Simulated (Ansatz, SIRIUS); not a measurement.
Given: the input of a run of Ansatz 0.2.0 on HfN. Atoms were shifted at random by some hundredths of an Å from the given cell, which wasn't relaxed again for these runs. The cell comes from a database or a generator and needn't be the stable form of this composition.

Contents of input.yaml:

```yaml
crystal:
  lattice:
    - [0.0, 2.454822, 2.454822]
    - [2.454822, 0.0, 2.454822]
    - [2.454822, 2.454822, 0.0]
  atoms:
    - { symbol: Hf, position: [-0.001531, -0.002943, -0.0034] }
    - { symbol: "N", position: [0.263783, 0.242806, 0.239363] }
hamiltonian:
  xc: pbesol
  pseudopotentials: { kind: paw }
kpoints:
  mp_grid: { grid: [9, 9, 9] }
scf:
  occupations: { method: fermi_dirac, width: 0.05 }
output:
  forces: true
  stress: true
  eigenvalues: true
```

Potentials or basis: Ansatz PAW.

Command:

```bash
$ ansatz run input.yaml --threads 1 --pin off --max-ram 3584MiB --backend cpu --events-out ev --progress --plain --runs-dir out
```

Set up the same calculation for SIRIUS 7.10.0. Potentials or basis there: PseudoDojo 0.4.1 PBEsol standard (scalar relativistic), cutoff 1152 eV.

As run (cutoffs and basis follow the program's own potentials, and thresholds, step limits or extra output files can differ):

The input sirius.json:

```json
{
  "control": {
    "processing_unit": "cpu",
    "verbosity": 2,
    "num_bands_to_print": 16,
    "print_forces": true,
    "print_stress": true
  },
  "parameters": {
    "electronic_structure_method": "pseudopotential",
    "xc_functionals": ["XC_GGA_X_PBE_SOL", "XC_GGA_C_PBE_SOL"],
    "gk_cutoff": 9.2,
    "pw_cutoff": 18.4,
    "ngridk": [9, 9, 9],
    "shiftk": [0, 0, 0],
    "smearing": "fermi_dirac",
    "smearing_width": 0.0018374661,
    "num_bands": 16,
    "num_mag_dims": 0,
    "num_dft_iter": 100,
    "energy_tol": 1e-08,
    "density_tol": 1e-06
  },
  "iterative_solver": {
    "type": "davidson",
    "min_tolerance": 1e-09,
    "tolerance_scale": [0.1, 0.25]
  },
  "mixer": {
    "type": "anderson",
    "beta": 0.7,
    "max_history": 8
  },
  "settings": {
    "tol_ne": 1e-10,
    "pseudo_grid_cutoff": 6.5
  },
  "unit_cell": {
    "lattice_vectors": [
      [0.0, 4.638941264706, 4.638941264706],
      [4.638941264706, 0.0, 4.638941264706],
      [4.638941264706, 4.638941264706, 0.0]
    ],
    "atom_coordinate_units": "lattice",
    "atom_types": ["Hf", "N"],
    "atom_files": {
      "N": "N.json",
      "Hf": "Hf.json"
    },
    "atoms": {
      "Hf": [
        [-0.001531, -0.002943, -0.0034]
      ],
      "N": [
        [0.263783, 0.242806, 0.239363]
      ]
    }
  }
}
```

Potentials or basis: PseudoDojo 0.4.1 PBEsol standard (scalar relativistic).

Run with:

```sh
$ upf_to_json N.upf
$ upf_to_json Hf.upf
$ OMP_NUM_THREADS=1 sirius.scf --input=sirius.json --output=out.json --task=0
```

Both were run:

|  | Ansatz | SIRIUS |
| --- | --- | --- |
| Pressure | -4.8 GPa | -5.4 GPa |
| Largest force | 0.552 eV/Å | 0.539 eV/Å |

Ansatz's pressure holds a Pulay term of +0.39 GPa for its cutoff of 420 eV, which the other run lacks.

The potentials hold 31 and 17 valence electrons a cell.

Ansatz's potentials were made for PBE.

Where Ansatz's input types no cutoff or centring, it takes its own default and a Γ-centred mesh.

Pressure is positive in compression.
